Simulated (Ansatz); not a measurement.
This run works on a generated trial structure, not on a known crystal.

Input and command of a plane-wave DFT calculation in Ansatz:

```yaml
crystal:
  lattice:
    - [-3.5695324252, 3.5695324252, 3.5695324252]
    - [3.5695324252, -3.5695324252, 3.5695324252]
    - [3.5695324252, 3.5695324252, -3.5695324252]
  atoms:
    - { symbol: Ga, position: [0.2453244087, 0.2453244087, 0.2453244087] }
    - { symbol: Ga, position: [0.5, 0.0, 0.2546755913] }
    - { symbol: Ga, position: [0.2546755913, 0.5, 0.0] }
    - { symbol: Ga, position: [0.0, 0.2546755913, 0.5] }
    - { symbol: Ga, position: [0.7546755913, 0.7546755913, 0.7546755913] }
    - { symbol: Ga, position: [0.5, 0.0, 0.7453244087] }
    - { symbol: Ga, position: [0.7453244087, 0.5, 0.0] }
    - { symbol: Ga, position: [0.0, 0.7453244087, 0.5] }
basis:
  ecutwfc: 420
kpoints:
  mp_grid: { grid: [8, 8, 8] }
hamiltonian:
  xc: pbe
scf:
  occupations: { method: gaussian, width: 0.1 }
output:
  forces: true
  stress: true
  eigenvalues: true
  write_density: true
  write_potential: true
  elf: true
  volumetric_format: npy
relax:
  adjacent_minimum: "off"
  f_tol: 0.01
  max_steps: 80
  cell: { stress_tol: 0.05 }
```

```bash
ansatz run input.yaml --threads 1 --pin off --max-ram 2560MiB --backend cpu --events-out ev --progress --plain --runs-dir out
```

Processor: Intel(R) Xeon(R) Processor @ 2.50GHz (Skylake/Cascade Lake), 1 thread, on a host shared with other jobs.

Question: Estimate time, memory and problem size.

Answer: About 5.8 min, peak memory 0.64 GiB. It solves 63 bands at 35 k points (after reduction by symmetry) with about 3511 plane waves (on the last cell), in 29 SCF iterations over 5 ionic steps.
